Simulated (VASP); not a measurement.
# Cd5O4 in VASP: reference runs

Reference runs on Cd5O4: the cell as given.

Everything below comes from runs of VASP 6.6.1. Logs are shortened: lines on timing, memory, paths and dates and some standing lists are left out, and cuts for length are marked.

**1. The undisturbed crystal**

The cell holds a slab with vacuum, 9 atoms: a = 3.321 Å, b = 3.321 Å, c = 25.846 Å, α = 90.00°, β = 90.00°, γ = 120.00°.

**2. Single point, PBE (the (1 1 1) slab of CdO, cut from the database cell, not relaxed)**

Contents of INCAR:

```
SYSTEM = Cd5O4
PREC = Accurate
ENCUT = 520
EDIFF = 1E-7
ISMEAR = -1
SIGMA = 0.05
LREAL = .FALSE.
LASPH = .TRUE.
NELM = 60
ALGO = Normal
ISIF = 2
LWAVE = .FALSE.
LCHARG = .FALSE.
LDIPOL = .TRUE.
IDIPOL = 3
DIPOL = 0.5 0.5 0.500
GGA = PE
NBANDS = 52
```

Contents of KPOINTS:

```
Automatic mesh
0
G
  9 9 1
  0 0 0
```

Contents of POSCAR:

```
Cd5O4
1.0
    3.3207855765      0.0000000000      0.0000000000
   -1.6603927882      2.8758846698      0.0000000000
    0.0000000000      0.0000000000     25.8456402768
Cd O
5 4
Direct
    0.6666666667      0.3333333333      0.2901843375
    0.3333333333      0.6666666667      0.3950921687
    0.0000000000      0.0000000000      0.5000000000
    0.6666666667      0.3333333333      0.6049078313
    0.3333333333      0.6666666667      0.7098156625
    0.0000000000      0.0000000000      0.3426382531
    0.6666666667      0.3333333333      0.4475460844
    0.3333333333      0.6666666667      0.5524539156
    0.0000000000      0.0000000000      0.6573617469
```

Potentials or basis: VASP PAW PBE potentials, release 64 (Cd, O).

Started as:

```sh
$ cat potpaw_PBE.64/Cd/POTCAR potpaw_PBE.64/O/POTCAR > POTCAR
$ mpirun -np 1 vasp_std > vasp.out
```

OUTCAR:

```text
SYSTEM = Cd5O4
   PREC = Accurate
   ENCUT = 520
   EDIFF = 1E-7
   ISMEAR = -1
   LREAL = .FALSE.
   LASPH = .TRUE.
   NELM = 60
   ISIF = 2
   GGA = PE

 ion  position               nearest neighbor table
   1  0.667  0.333  0.290-   6 2.35   6 2.35   6 2.35   2 3.32   2 3.32   2 3.32
   2  0.333  0.667  0.395-   6 2.35   6 2.35   6 2.35   7 2.35   7 2.35   7 2.35   1 3.32   1 3.32
                             1 3.32   3 3.32   3 3.32   3 3.32
   3  0.000  0.000  0.500-   7 2.35   8 2.35   7 2.35   8 2.35   7 2.35   8 2.35   2 3.32   4 3.32
                             2 3.32   4 3.32   4 3.32   2 3.32
   4  0.667  0.333  0.605-   9 2.35   9 2.35   9 2.35   8 2.35   8 2.35   8 2.35   5 3.32   5 3.32
                             5 3.32   3 3.32   3 3.32   3 3.32
   5  0.333  0.667  0.710-   9 2.35   9 2.35   9 2.35   4 3.32   4 3.32   4 3.32
   6  0.000  0.000  0.343-   1 2.35   2 2.35   1 2.35   2 2.35   1 2.35   2 2.35
   7  0.667  0.333  0.448-   3 2.35   3 2.35   3 2.35   2 2.35   2 2.35   2 2.35
   8  0.333  0.667  0.552-   3 2.35   3 2.35   3 2.35   4 2.35   4 2.35   4 2.35
   9  0.000  0.000  0.657-   5 2.35   4 2.35   5 2.35   4 2.35   5 2.35   4 2.35

  LATTYP: Found a hexagonal cell.
 ALAT       =     3.3207855765
 C/A-ratio  =     7.7829898021

  Lattice vectors:

 A1 = (   3.3207855765,   0.0000000000,   0.0000000000)
 A2 = (  -1.6603927882,   2.8758846698,   0.0000000000)
 A3 = (   0.0000000000,   0.0000000000,  25.8456402768)

Analysis of symmetry for initial positions (statically):
=====================================================================
 Subroutine PRICEL returns:
 Original cell was already a primitive cell.

 Routine SETGRP: Setting up the symmetry group for a
 hexagonal supercell.

 Subroutine GETGRP returns: Found 12 space group operations
 (whereof 12 operations were pure point group operations)
 out of a pool of 24 trial point group operations.

The static configuration has the point symmetry D_3d.

Analysis of symmetry for dynamics (positions and initial velocities):
=====================================================================
 Subroutine PRICEL returns:
 Original cell was already a primitive cell.

 Routine SETGRP: Setting up the symmetry group for a
 hexagonal supercell.

 Subroutine GETGRP returns: Found 12 space group operations
 (whereof 12 operations were pure point group operations)
 out of a pool of 24 trial point group operations.

The dynamic configuration has the point symmetry D_3d.

 Subroutine INISYM returns: Found 12 space group operations
 (whereof 12 operations are pure point group operations),
 and found     1 'primitive' translations

[... 110 lines left out ...]
   ISMEAR =    -1;   SIGMA  =   0.05  broadening in eV -4-tet -1-fermi 0-gaus
   EFERMI_NEDOS =   21; number of points for ismear=-14 and -15
   IALGO  =     38    algorithm
   IMIX   =      4    mixing-type and parameters
     AMIX     =   0.40;   BMIX     =  1.00
     AMIX_MAG =   1.60;   BMIX_MAG =  1.00
  volume/ion in A,a.u.               =      27.43       185.08
  Fermi-wavevector in a.u.,A,eV,Ry     =   1.142970  2.159900 17.774376  1.306380
  Thomas-Fermi vector in A             =   2.279666
   LORBIT       =      0    0 simple, 1 ext, 2 COOP (PROOUT), +10 PAW based schemes
   GGA     = PE    functional components
   LHFCALC =     F    Hartree Fock is set to
   AEXX    =    0.0000 exact exchange contribution
   IVDW    =     0    specifies the selected vdW correction
   LEPSILON=     F    determine dielectric tensor
   LRPA    =     F    only Hartree local field effects (RPA)
 non-spin polarized calculation
  energy-cutoff  :      520.00
  volume of cell :      246.83
 maximum number of plane-waves:      6684
 NGX is ok and might be reduce to    28
   NGX = 13   NGY = 13   NGZ = 97

 number of electron      84.0000020 magnetization

 dipolmoment           0.000000      0.000000      0.000000 electrons x Angstroem

 Free energy of the ion-electron system (eV)
  ---------------------------------------------------
  ext. energy  EPLUGINS =         0.00000000
  ---------------------------------------------------
  free energy    TOTEN  =       -30.41254216 eV

  energy without entropy =      -30.39398794  energy(sigma->0) =      -30.40326505

 E-fermi :  -0.1547     XC(G=0):  -6.5740

 val. band max:       -0.6160144138   @ k =   0.0000   0.0000   0.0000
 cond. band min:      -0.1294818848   @ k =   0.2222   0.2222   0.0000
 fundamental gap:      0.4865325290
 Fermi energy:        -0.1547230885

 k-point     1 :       0.0000    0.0000    0.0000
  band No.  band energies     occupation
      1     -19.0202      2.00000
      2     -18.9313      2.00000
      3     -18.6261      2.00000
      4     -18.3165      2.00000
      5      -9.4011      2.00000
      6      -9.3158      2.00000
[... 649 lines left out ...]
     51       5.7804      0.00000
     52       5.7804      0.00000

------------------------ aborting loop because EDIFF is reached ----------------------------------------

 vacuum level on the upper side and lower side of the slab       (xc-potential included)        -0.013        -0.013

  FORCE on cell =-STRESS in cart. coord.  units (eV):
  Direction    XX          YY          ZZ          XY          YZ          ZX
  --------------------------------------------------------------------------------------
  -------------------------------------------------------------------------------------
  Total        3.8375040      3.8375040      5.7532321      0.0000000      0.0000000     -0.0000000
  in kB       24.9092030     24.9092030     37.3441759      0.0000000      0.0000000     -0.0000000
  external PRESSURE =      29.0541940 kB  Pullay stress =       0.0000000 kB

 VOLUME and BASIS-vectors are now :
 -----------------------------------------------------------------------------
  energy-cutoff  :      520.00
  volume of cell :      246.83
      direct lattice vectors                 reciprocal lattice vectors
     3.320785577  0.000000000  0.000000000     0.301133565  0.173859545  0.000000000
    -1.660392788  2.875884670  0.000000000     0.000000000  0.347719090  0.000000000
     0.000000000  0.000000000 25.845640277     0.000000000  0.000000000  0.038691245

 POSITION                                       TOTAL-FORCE (eV/Angst)
 -----------------------------------------------------------------------------------
      1.66039      0.95863      7.50000         0.000000     -0.000000     -0.556452
     -0.00000      1.91726     10.21141        -0.000000      0.000000      0.291879
      0.00000      0.00000     12.92282         0.000000      0.000000     -0.000000
      1.66039      0.95863     15.63423         0.000000     -0.000000     -0.291879
     -0.00000      1.91726     18.34564        -0.000000      0.000000      0.556452
      0.00000      0.00000      8.85571         0.000000      0.000000     -0.127571
      1.66039      0.95863     11.56712         0.000000      0.000000     -0.132648
     -0.00000      1.91726     14.27853        -0.000000     -0.000000      0.132648
      0.00000      0.00000     16.98994        -0.000000     -0.000000      0.127571
 -----------------------------------------------------------------------------------
    total drift:                               -0.000000      0.000000      0.000000

  FREE ENERGIE OF THE ION-ELECTRON SYSTEM (eV)
  ---------------------------------------------------
  free  energy   TOTEN  =       -30.4125421598 eV

  energy  without entropy=      -30.3939879368  energy(sigma->0) =      -30.40326505

 vacuum level on the upper side and lower side of the slab         3.875         3.875
```

It took 4.1 min on 1 thread of AMD EPYC 9R45 (Zen 5), shared host; peak memory 0.38 GiB.

Results:

```
Free energy            : -30.4125 eV
Largest force          : 0.556 eV/Å
Band gap on the k mesh : none (metal or under the smearing width)
```

Forces in eV/Å, atoms in the order of the input:
```
Cd   0.000  0.000 -0.556
Cd   0.000  0.000  0.292
Cd   0.000  0.000  0.000
Cd   0.000  0.000 -0.292
Cd   0.000  0.000  0.556
O    0.000  0.000 -0.128
O    0.000  0.000 -0.133
O    0.000  0.000  0.133
O    0.000  0.000  0.128
```

Levels at points of the mesh, in eV from the Fermi level:
| k point | band 40 | band 41 | band 42 | band 43 | band 44 | band 45 |
| --- | --- | --- | --- | --- | --- | --- |
| (0.00, 0.00, 0.00) | -2.06 | -2.06 | -1.63 | -1.63 | -0.46 | 0.77 |
